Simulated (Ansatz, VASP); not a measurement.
## Two plane-wave programs on Mg

```
Mg
1.0
     2.40133    0.00000    0.00000
    -1.20066    2.07961    0.00000
     0.00000    0.00000    2.21171
Mg
1
Direct
  0.00000 0.00000 0.00000
```

Change from the starting cell: volume scaled by 0.43, PAW files.

Alike in both runs: task single point; functional PBE; k mesh 14 × 14 × 13; occupations fermi-dirac, width 0.1 eV; no spin polarisation.

|  | VASP | Ansatz |
| --- | --- | --- |
| version | VASP 6.6.1 | Ansatz 0.2.0 |
| potentials or method | VASP PAW PBE potentials, release 64 (Mg) | PAW with Ansatz's default frozen-core files, scalar-relativistic |
| plane-wave cutoff (eV) | 520 | 420 |
| valence electrons in the cell | 2 | 10 |

|  | VASP | Ansatz | Ansatz less VASP |
| --- | --- | --- | --- |
| pressure (GPa) | 110.0 | 108.5 | -1.54 |
| largest component of the traceless stress (GPa) | 0.85 | 0.19 | -0.665 |

With one functional, cell and mesh, what is left measures potentials, basis and numerics. The two sets of potentials don't hold the same shells in valence.

Caveats: the cell as given lies far from equilibrium; so large a pressure means that the cell lies far from this level's equilibrium, or that cutoff or potentials fall short (VASP).
